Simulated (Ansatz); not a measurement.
# WSe2: the cost of one run

Program: Ansatz 0.2.0. Level of theory: DFT PBE+D3(BJ), scalar-relativistic, plane waves, PAW, and further levels as typed in the inputs. These are calculated values, not measurements.

### 1 Starting point

It takes space group P-3m1 (No. 164, trigonal). The conventional cell has a = 3.282 Å, b = 3.282 Å, c = 27.830 Å, α = 90.00°, β = 90.00°, γ = 120.00°. Se (site symmetry 3m) has 3 W at 2.53 Å as nearest neighbours. W (site symmetry 3m) has 6 Se at 2.53 Å as nearest neighbours.

As a file:

```cif
data_structure
_symmetry_space_group_name_H-M 'P 1'
_symmetry_Int_Tables_number 1
_cell_length_a 3.2820
_cell_length_b 3.2820
_cell_length_c 27.8300
_cell_angle_alpha 90.000
_cell_angle_beta 90.000
_cell_angle_gamma 120.000
_cell_volume 259.61
loop_
_atom_site_label
_atom_site_type_symbol
_atom_site_fract_x
_atom_site_fract_y
_atom_site_fract_z
_atom_site_occupancy
Se1 Se 0.66667 0.33333 0.32339 1
W1 W 0.33333 0.66667 0.38358 1
Se2 Se 0.66667 0.33333 0.44377 1
Se3 Se 0.33333 0.66667 0.55623 1
W2 W 0.66667 0.33333 0.61642 1
Se4 Se 0.33333 0.66667 0.67661 1
```

### 2 Relaxing the atoms: W2Se4 sheet, no spin

Contents of input.yaml:

```yaml
crystal:
  lattice:
    - [3.282, 0.0, 0.0]
    - [-1.641, 2.8422953752, 0.0]
    - [0.0, 0.0, 27.83]
  atoms:
    - { symbol: Se, position: [0.6666666667, 0.3333333333, 0.323392023] }
    - { symbol: W, position: [0.3333333333, 0.6666666667, 0.3835788717] }
    - { symbol: Se, position: [0.6666666667, 0.3333333333, 0.4437657204] }
    - { symbol: Se, position: [0.3333333333, 0.6666666667, 0.5562342796] }
    - { symbol: W, position: [0.6666666667, 0.3333333333, 0.6164211283] }
    - { symbol: Se, position: [0.3333333333, 0.6666666667, 0.676607977] }
  periodic: [true, true, false]
scf:
  occupations: { method: gaussian, width: 0.02 }
  n_extra_bands: 6
output:
  forces: true
  stress: false
  write_density: true
  write_potential: true
  elf: true
  volumetric_format: npy
kpoints:
  mp_grid: { grid: [9, 9, 1] }
hamiltonian:
  xc: pbe
  dispersion: d3bj
relax:
  f_tol: 0.008
  max_steps: 100
```

Run with:

```sh
ansatz run input.yaml --threads 8 --pin off --max-ram 24576MiB --backend cpu --events-out ev --progress --plain --runs-dir out
```

Q: Estimate wall time and peak memory on 8 threads of Intel Xeon 6975P-C (Granite Rapids), shared host.

About 5.6 s, with a peak of 1.4 GiB.
